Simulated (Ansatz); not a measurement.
Runs of Ansatz 0.2.0 on BaS. Symmetry: Fm-3m, No. 225, cubic system. Conventional cell: a = 6.388 Å, b = 6.388 Å, c = 6.388 Å, α = 90.00°, β = 90.00°, γ = 90.00°. Ba (site symmetry m-3m) has 6 S at 3.19 Å as nearest neighbours. S (site symmetry m-3m) has 6 Ba at 3.19 Å as nearest neighbours. 

```csv
task,level,cell,k mesh,cutoff (eV),smearing,basis error allowed,mesh quality,gap on the mesh (eV),pressure (GPa)
relaxation of cell and atoms,revPBE+D3(BJ),relaxed,7 × 7 × 7,-,fermi-dirac 0.05 eV,0.001 eV/atom,not flagged,(a),0.0
single point,PBE,as given,3 × 3 × 3,115,fermi-dirac 0.02 eV,0.004 eV/atom,coarse,2.50,1.0
phonons,PBEsol,as given,5 × 5 × 5,145,fermi-dirac 0.05 eV,0.001 eV/atom,not flagged,2.19,-
single point,PBE,as given,7 × 7 × 7,137,gaussian 0.029 eV,0.001 eV/atom,not flagged,2.26,0.8
single point,PBE,as given,7 × 7 × 7,137,gaussian 0.027 eV,0.001 eV/atom,not flagged,2.26,0.8
```

Alike in all rows: potentials or basis all-electron LAPW, scalar-relativistic; no spin polarisation.

Problem. Estimate the missing entries.

Solution. (a) 2.35.

Caveats: some runs use coarse meshes; spin-orbit coupling is left out, which moves the levels of the heavy elements; an odd mesh through Γ misses points on the zone boundary, where band edges often lie.

A k mesh can miss the band edges, and the runs leave out spin-orbit coupling on Ba.

The runs don't all hold the same shells in valence.
